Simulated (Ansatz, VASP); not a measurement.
C7N in VASP and in Ansatz

The input INCAR:

```
SYSTEM = C7N
PREC = Accurate
ENCUT = 520
EDIFF = 1E-6
ISMEAR = 0
SIGMA = 0.1
LREAL = .False.
LASPH = .True.
NELM = 150
ALGO = Normal
ISIF = 2
LWAVE = .False.
LCHARG = .False.
ISPIN = 2
MAGMOM = 1 1 1 1 1 1 1 1
LORBIT = 11
GGA = PE
NBANDS = 30
```

KPOINTS

```
Automatic mesh
0
Gamma
  4 4 4
  0 0 0
```

File POSCAR:

```
C7N
1.0
    0.0000000000      3.5989283300      3.5989283300
    3.5989283300      0.0000000000      3.5989283300
    3.5989283300      3.5989283300      0.0000000000
C N
7 1
Direct
    0.5000000000      0.0000000000      0.0000000000
    0.0000000000      0.5000000000      0.5000000000
    0.0000000000      0.5000000000      0.0000000000
    0.5000000000      0.0000000000      0.5000000000
    0.0000000000      0.0000000000      0.5000000000
    0.5000000000      0.5000000000      0.0000000000
    0.5000000000      0.5000000000      0.5000000000
    0.0000000000      0.0000000000      0.0000000000
```

Input for Ansatz:

```yaml
crystal:
  lattice:
    - [0.0, 3.59892833, 3.59892833]
    - [3.59892833, 0.0, 3.59892833]
    - [3.59892833, 3.59892833, 0.0]
  atoms:
    - { symbol: C, position: [0.5, 0.0, 0.0], spin: 1.0 }
    - { symbol: C, position: [0.0, 0.5, 0.5], spin: 1.0 }
    - { symbol: C, position: [0.0, 0.5, 0.0], spin: 1.0 }
    - { symbol: C, position: [0.5, 0.0, 0.5], spin: 1.0 }
    - { symbol: C, position: [0.0, 0.0, 0.5], spin: 1.0 }
    - { symbol: C, position: [0.5, 0.5, 0.0], spin: 1.0 }
    - { symbol: C, position: [0.5, 0.5, 0.5], spin: 1.0 }
    - { symbol: "N", position: [0.0, 0.0, 0.0], spin: 1.0 }
basis:
  ecutwfc: 420
kpoints:
  mp_grid: { grid: [4, 4, 4] }
hamiltonian:
  xc: pbe
scf:
  occupations: { method: gaussian, width: 0.1 }
  lower_state_search: "off"
output:
  forces: true
  stress: true
  eigenvalues: true
  populations: true
magnetization:
  spin_polarized: true
```

Change from the starting cell: species swapped into the Zn7Tc type (Fm-3m, No. 225).

Alike in both runs: task single point; functional PBE; k mesh 4 × 4 × 4; occupations gaussian, width 0.1 eV; collinear spin.

|  | VASP | Ansatz |
| --- | --- | --- |
| version | VASP 6.6.1 | Ansatz 0.2.0 |
| potentials or method | VASP PAW PBE potentials, release 64 (C, N) | scalar-relativistic, plane waves, PAW |
| plane-wave cutoff (eV) | 520 | 420 |
| valence electrons in the cell | 33 | 33 |

```tsv
	VASP	Ansatz	Ansatz less VASP
gap on the k mesh at the Fermi level (eV)	none	none	-
net moment per atom (μB)	0.00	0.00	0.000
```

A gap of «none» marks a metal or a gap that the smearing closes. Ansatz warned: «filled_band_counts_differ_across_k_points».

Caveats: the k mesh is coarse (spacing up to 0.38 Å⁻¹), so the values aren't converged.
